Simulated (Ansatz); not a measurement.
**Structure relaxation of Zr3S2**

Method: Ansatz 0.2.0, DFT PBE, scalar-relativistic, plane waves, PAW. Cutoff 420 eV, Γ-centred k mesh, Gaussian smearing, no spin polarisation in the final step.

The start is a random cell of Zr3S2 without symmetry, drawn with lower limits on the distances.

```xyz
5
Lattice="5.1181 0.0000 0.0000 -1.9525 4.7804 0.0000 0.4810 -2.2640 5.0361" Properties=species:S:1:pos:R:3 pbc="T T T"
Zr    4.1044   -0.4767    1.7122
Zr    1.3181    1.5241    5.0098
Zr    4.1276   -0.6255    3.6359
S    -0.3761    1.5212    4.0330
S     2.3050    2.4368    1.2526
```

Cell and atoms relax at zero pressure; the relaxation can't lower the symmetry of the start. After a coarse first stage the cell is made exact in the group found at 0.06 Å.

Energies over the elements count from the elements' standard structures at the same level, with no empirical corrections.

(1) What does it relax into?

(2) What are its volume, energy, density and gap?

Results:

(1) It ends in C2/m (No. 12). Conventional cell: a = 11.199 Å, b = 5.172 Å, c = 3.521 Å, β = 108.0°. Zr on Wyckoff site i (2 atoms of the primitive cell) is coordinated by 4 S at 2.55–2.60 Å; around Zr on Wyckoff site b (1 atom of the primitive cell) lie 4 S at 2.56–2.57 Å; S is coordinated by 6 Zr at 2.55–2.60 Å.

```
Zr S
1.0
     5.59935   -2.58595    0.00000
     5.59935    2.58595    0.00000
    -1.08786    0.00000    3.34880
Zr S
3 2
Direct
  0.15099 0.15099 0.65867
  0.50000 0.50000 0.00000
  0.84901 0.84901 0.34133
  0.67529 0.67529 0.67153
  0.32471 0.32471 0.32847
```

(2) The volume per atom is 19.40 Å³, the density is 5.78 g/cm³ and the energy over the elements is -1.19 eV/atom. The gap on the 8×8×12 mesh is 0 eV (a metal).

The final run used a 8×8×12 mesh on its 5-atom cell and 0.10 eV smearing. For metals, differences of a few meV/atom aren't resolved. Symmetry constrained the relaxation, so the result can be a saddle point. The steps took about 18 core-minutes in all.